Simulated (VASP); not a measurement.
**SnTe under changes of volume**

One of the cells (30.362 Å³/atom); the others are scaled copies at fixed shape and fractional positions:

```
Te Sn
1.0
     3.93056    0.00000    0.00000
     0.00000    3.93056    0.00000
     0.00000    0.00000    3.93056
Te Sn
1 1
Cartesian
  1.9653 1.9653 1.9653
  0.0000 0.0000 0.0000
```

Measurements of this composition are mostly on another form, of space group No. 225.

| Property | Result |
| --- | --- |
| Program | VASP 6.6.1 |
| Functional | PBE |
| Potentials or basis | VASP PAW PBE potentials, release 64 (Te, Sn_d) |
| Cutoff | 520 eV |
| k mesh | 7 × 7 × 7 |
| Occupations | fermi-dirac, width 0.05 eV |
| Spin | no spin polarisation |

| volume (Å³/atom) | energy over the lowest point (meV/atom) | pressure (GPa) |
| --- | --- | --- |
| 27.981 | 2.63 | 1.3 |
| 28.576 | 0.00 | 0.4 |
| 29.172 | 0.48 | -0.4 |
| 30.362 | ? | ? |
| 30.958 | 16.39 | -2.2 |
| 31.553 | 25.31 | -2.6 |

**Question.** What does the run at 30.362 Å³/atom give?

**Answer.** Energy over the lowest point 9.01 meV/atom; pressure -1.7 GPa.

Worked out: A Birch-Murnaghan fit of order 3 (a polynomial in V^(-2/3)) to the other rows has its minimum at 28.77 Å³/atom with B0 = V·E''(V) = 39 GPa and B' = 6.8. It gives 9.05 meV/atom at 30.362 Å³/atom, against the run's 9.01, and -dE/dV = -1.7 GPa, against -1.7.

Energies are extrapolated to zero smearing.
